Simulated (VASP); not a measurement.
## BaS (strained zincblende): a PBE single-point calculation in VASP

INCAR

```
EDIFF = 1E-7
ISMEAR = -1
GGA = PE
NELM = 120
ENCUT = 520
IBRION = -1
LREAL = .FALSE.
NSW = 0
NBANDS = 15
LCHARG = .FALSE.
SIGMA = 0.02
LASPH = .TRUE.
LWAVE = .FALSE.
PREC = Accurate
ISIF = 2
```

KPOINTS

```
KPOINTS created by Atomic Simulation Environment
0
Gamma
6 6 6
0 0 0
```

KPOINTS_OPT

```
special points
6
Reciprocal
0.0000000000 0.0000000000 0.0000000000 1
-0.5000000000 -0.5000000000 0.0000000000 1
-0.3750000000 -0.3750000000 0.2500000000 1
-0.3750000000 0.0000000000 0.3750000000 1
0.0000000000 0.0000000000 0.5000000000 1
-0.5000000000 -0.2500000000 0.2500000000 1
```

POSCAR

```
Ba S
 1.0000000000000000
     0.0000000000000000    3.3452008881999999    3.7894180099999999
     3.3452008881999999    0.0000000000000000    3.7894180099999999
     3.3452008881999999    3.3452008881999999    0.0000000000000000
 Ba  S
   1   1
Cartesian
  0.0000000000000000  0.0000000000000000  0.0000000000000000
  1.6726004441000000  1.6726004441000000  1.8947090049999999
```

VASP ran with the recommended PBE PAW datasets (16 valence electrons in the cell).

Command

```
mpirun -np 1 vasp_std
```

OSZICAR

```
N       E                     dE             d eps       ncg     rms          rms(c)
DAV:   1     0.884993791083E+02    0.88499E+02   -0.63938E+03   900   0.892E+02
DAV:   2    -0.412319259227E+01   -0.92623E+02   -0.84085E+02  1219   0.162E+02
DAV:   3    -0.105150007780E+02   -0.63918E+01   -0.63463E+01  1245   0.462E+01
DAV:   4    -0.106767193746E+02   -0.16172E+00   -0.16169E+00  1276   0.737E+00
DAV:   5    -0.106794337802E+02   -0.27144E-02   -0.27143E-02  1328   0.797E-01    0.519E+00
DAV:   6    -0.971950255240E+01    0.95993E+00   -0.13224E+00  1040   0.623E+00    0.354E+00
DAV:   7    -0.968245512052E+01    0.37047E-01   -0.38570E-01  1139   0.302E+00    0.253E+00
DAV:   8    -0.969449681122E+01   -0.12042E-01   -0.38101E-02  1082   0.123E+00    0.743E-01
DAV:   9    -0.970462517307E+01   -0.10128E-01   -0.15820E-02   942   0.839E-01    0.360E-01
DAV:  10    -0.970777538881E+01   -0.31502E-02   -0.13931E-03  1061   0.216E-01    0.110E-01
DAV:  11    -0.970885546502E+01   -0.10801E-02   -0.16242E-03   921   0.205E-01    0.316E-02
DAV:  12    -0.970888935349E+01   -0.33888E-04   -0.11019E-04  1288   0.502E-02    0.384E-02
DAV:  13    -0.970890394729E+01   -0.14594E-04   -0.28304E-05   963   0.328E-02    0.107E-02
DAV:  14    -0.970890378840E+01    0.15889E-06   -0.59202E-07  1264   0.511E-03    0.439E-03
DAV:  15    -0.970890350876E+01    0.27964E-06   -0.41530E-07  1012   0.380E-03    0.432E-04
DAV:  16    -0.970890355943E+01   -0.50672E-07   -0.25100E-08  1031   0.106E-03
   1 F= -.97089036E+01 E0= -.97089036E+01  d E =-.245332E-11
       N       E                     dE             ncg
DAV:   1     0.554571333991E+03   -0.25474E+04      180
DAV:   2    -0.165451547538E+01   -0.55623E+03      237
DAV:   3    -0.396482564239E+02   -0.37994E+02      250
DAV:   4    -0.408339370040E+02   -0.11857E+01      254
DAV:   5    -0.408542699992E+02   -0.20333E-01      257
DAV:   6    -0.408551472174E+02   -0.87722E-03      232
DAV:   7    -0.408551866856E+02   -0.39468E-04      250
DAV:   8    -0.408551885815E+02   -0.18959E-05      198
DAV:   9    -0.408551886762E+02   -0.94675E-07      225
```

From OUTCAR

```
k-points           NKPTS =     30   k-points in BZ     NKDIM =     30   number of bands    NBANDS=     15

   NELECT =      16.0000    total number of electrons

   dimension x,y,z NGX =    40 NGY =   40 NGZ =   36
   dimension x,y,z NGXF=    80 NGYF=   80 NGZF=   72

  energy-cutoff  :      520.00
  volume of cell :       84.81
      direct lattice vectors                 reciprocal lattice vectors
     0.000000000  3.345200888  3.789418010    -0.149467855  0.149467855  0.131946383
     3.345200888  0.000000000  3.789418010     0.149467855 -0.149467855  0.131946383
     3.345200888  3.345200888  0.000000000     0.149467855  0.149467855 -0.131946383

 k-points in reciprocal lattice and weights: KPOINTS created by Atomic Simulation Env
   0.00000000  0.00000000  0.00000000       0.005
   0.16666667  0.00000000  0.00000000       0.037
   0.33333333  0.00000000  0.00000000       0.037
   0.50000000  0.00000000  0.00000000       0.019
   0.16666667  0.16666667  0.00000000       0.009
   0.33333333  0.16666667  0.00000000       0.037
   0.50000000  0.16666667  0.00000000       0.037
  -0.33333333  0.16666667  0.00000000       0.037
   ...

 E-fermi :   0.4805

 k-point     1 :       0.0000    0.0000    0.0000
  band No.  band energies     occupation
      1     -26.1125      2.00000
      2     -11.2985      2.00000
      3     -11.2985      2.00000
      4     -11.2833      2.00000
      5      -9.9948      2.00000
      6      -0.7944      2.00000
      7      -0.7005      2.00000
      8      -0.7005      2.00000
      9       2.7184      0.00000
     10       4.5731      0.00000
     11       5.4687      0.00000
     12       6.2922      0.00000
     13       7.3093      0.00000
     14       7.3093      0.00000
     15       9.5215      0.00000

 k-point     2 :       0.1667    0.0000    0.0000
  band No.  band energies     occupation
      1     -26.1082      2.00000
      2     -11.5178      2.00000
      3     -11.3044      2.00000
      4     -11.3043      2.00000
      5      -9.7639      2.00000
      6      -0.8574      2.00000
      7      -0.6646      2.00000
      8      -0.6183      2.00000
      9       3.2978      0.00000
     10       4.5213      0.00000
     11       5.1605      0.00000
     12       6.4616      0.00000
     13       7.2168      0.00000
     14       7.5774      0.00000
     15       8.6435      0.00000

 k-point     3 :       0.3333    0.0000    0.0000
  band No.  band energies     occupation
      1     -26.0996      2.00000
      2     -11.8385      2.00000
      3     -11.3367      2.00000
      4     -11.3160      2.00000
      5      -9.4388      2.00000
      6      -0.8271      2.00000
      7      -0.5776      2.00000
      8      -0.4578      2.00000
      9       4.1520      0.00000
     10       4.8304      0.00000
     11       5.0232      0.00000
     12       5.9163      0.00000
     13       6.9978      0.00000
     14       7.2495      0.00000
     15       7.7144      0.00000

 k-point     4 :       0.5000    0.0000    0.0000
  band No.  band energies     occupation
      1     -26.0952      2.00000
      2     -11.9674      2.00000
      3     -11.3527      2.00000
      4     -11.3217      2.00000
      5      -9.3127      2.00000
      6      -0.6838      2.00000
      7      -0.5899      2.00000
      8      -0.3807      2.00000
      9       4.3516      0.00000
     10       5.2528      0.00000
     11       5.2558      0.00000
     12       5.4001      0.00000
     13       6.2906      0.00000
     14       6.6880      0.00000
     15       8.6068      0.00000

 k-point     5 :       0.1667    0.1667    0.0000
  band No.  band energies     occupation
      1     -26.1082      2.00000
      2     -11.5714      2.00000
      3     -11.3177      2.00000
      4     -11.3177      2.00000
      5      -9.6569      2.00000
      6      -0.9627      2.00000
      7      -0.5409      2.00000
      8      -0.5409      2.00000
      9       3.3900      0.00000
     10       3.8747      0.00000
     11       5.6533      0.00000
     12       6.6908      0.00000
     13       7.2083      0.00000
     14       7.2083      0.00000
     15       8.9535      0.00000

 k-point     6 :       0.3333    0.1667    0.0000
  band No.  band energies     occupation
      1     -26.1017      2.00000
      2     -11.8187      2.00000
      3     -11.3564      2.00000
      4     -11.3330      2.00000
      5      -9.3693      2.00000
      6      -0.9681      2.00000
      7      -0.4517      2.00000
      8      -0.3718      2.00000
      9       3.7345      0.00000
     10       4.1486      0.00000
     11       5.6323      0.00000
     12       6.1653      0.00000
     13       6.8284      0.00000
     14       7.3357      0.00000
     15       8.4798      0.00000

 k-point     7 :       0.5000    0.1667    0.0000
  band No.  band energies     occupation
      1     -26.0952      2.00000
      2     -11.9718      2.00000
      3     -11.4050      2.00000
      4     -11.3350      2.00000
      5      -9.2114      2.00000
      6      -0.7784      2.00000
      7      -0.4796      2.00000
      8      -0.2858      2.00000
      9       3.9721      0.00000
     10       4.4482      0.00000
     11       5.3896      0.00000
     12       6.0838      0.00000
     13       6.4343      0.00000
     14       7.4362      0.00000
     15       8.5547      0.00000

 k-point     8 :      -0.3333    0.1667    0.0000
  band No.  band energies     occupation
      1     -26.0952      2.00000
      2     -11.9346      2.00000
      3     -11.4032      2.00000
      4     -11.3218      2.00000
      5      -9.2885      2.00000
      6      -0.8135      2.00000
      7      -0.5058      2.00000
      8      -0.3651      2.00000
      9       4.3020      0.00000
     10       4.7737      0.00000
     11       5.0966      0.00000
     12       5.9936      0.00000
     13       7.0440      0.00000
     14       7.1523      0.00000
     15       7.9138      0.00000

 k-point     9 :      -0.1667    0.1667    0.0000
  band No.  band energies     occupation
      1     -26.1017      2.00000
      2     -11.7315      2.00000
      3     -11.3456      2.00000
      4     -11.3064      2.00000
      5      -9.5457      2.00000
      6      -0.9590      2.00000
      7      -0.5291      2.00000
      8      -0.5260      2.00000
      9       4.0390      0.00000
     10       4.6812      0.00000
     11       5.0686      0.00000
     12       6.5058      0.00000
     13       6.9301      0.00000
     14       7.7829      0.00000
     15       7.7838      0.00000

 k-point    10 :       0.3333    0.3333    0.0000
  band No.  band energies     occupation
      1     -26.0996      2.00000
      2     -11.9521      2.00000
      3     -11.3556      2.00000
      4     -11.3556      2.00000
      5      -9.1804      2.00000
      6      -1.1628      2.00000
      7      -0.1847      2.00000
      8      -0.1847      2.00000
      9       3.2437      0.00000
     10       4.5472      0.00000
     11       6.1087      0.00000
     12       6.3107      0.00000
     13       6.5650      0.00000
     14       6.5650      0.00000
     15       9.5454      0.00000

 k-point    11 :       0.5000    0.3333    0.0000
  band No.  band energies     occupation
      1     -26.0952      2.00000
      2     -12.0430      2.00000
      3     -11.4087      2.00000
      4     -11.3612      2.00000
      5      -9.0506      2.00000
      6      -1.0693      2.00000
      7      -0.1468      2.00000
      8      -0.0867      2.00000
      9       3.2892      0.00000
     10       4.3370      0.00000
     11       5.7615      0.00000
     12       6.5849      0.00000
     13       6.6149      0.00000
     14       7.1785      0.00000
     15       9.1666      0.00000

 k-point    12 :      -0.3333    0.3333    0.0000
  band No.  band energies     occupation
      1     -26.0931      2.00000
      2     -12.0155      2.00000
      3     -11.4618      2.00000
      4     -11.3444      2.00000
      5      -9.0938      2.00000
      6      -0.8253      2.00000
      7      -0.3693      2.00000
      8      -0.1815      2.00000
      9       3.5682      0.00000
     10       4.6052      0.00000
     11       5.0605      0.00000
     12       6.6742      0.00000
     13       7.0296      0.00000
     14       7.8686      0.00000
     15       8.0552      0.00000

 k-point    13 :       0.5000    0.5000    0.0000
  band No.  band energies     occupation
      1     -26.0952      2.00000
      2     -12.0996      2.00000
      3     -11.3742      2.00000
      4     -11.3742      2.00000
      5      -8.9872      2.00000
      6      -1.2184      2.00000
      7       0.0183      2.00000
      8       0.0183      2.00000
      9       3.1762      0.00000
     10       4.3332      0.00000
     11       6.1325      0.00000
     12       6.1325      0.00000
     13       6.4103      0.00000
     14       8.0108      0.00000
     15       8.1238      0.00000

 ...

  Total        0.6313125      0.6313125      0.2054343      0.0000000      0.0000000      0.0000000
  in kB       11.9263629     11.9263629      3.8809372      0.0000000      0.0000000      0.0000000
  external PRESSURE =       9.2445543 kB  Pullay stress =       0.0000000 kB

 POSITION                                       TOTAL-FORCE (eV/Angst)
 -----------------------------------------------------------------------------------
      0.00000      0.00000      0.00000        -0.000000     -0.000000     -0.000000
      1.67260      1.67260      1.89471         0.000000      0.000000      0.000000
 -----------------------------------------------------------------------------------
    total drift:                                0.000000      0.000000      0.000000

  FREE ENERGIE OF THE ION-ELECTRON SYSTEM (eV)
  ---------------------------------------------------
  free  energy   TOTEN  =        -9.7089035594 eV

  energy  without entropy=       -9.7089035594  energy(sigma->0) =       -9.70890356
```

```yaml
gap_between_bands_v_and_c: 2.70 eV
least_direct_gap: 3.16 eV
pressure: 0.9 GPa
```

Band v is the last that the valence electrons fill when counted band by band, and c is the next.

The run took about 22 s on one core of a shared host (Intel Xeon 6975P-C) and held 0.24 GiB at most.
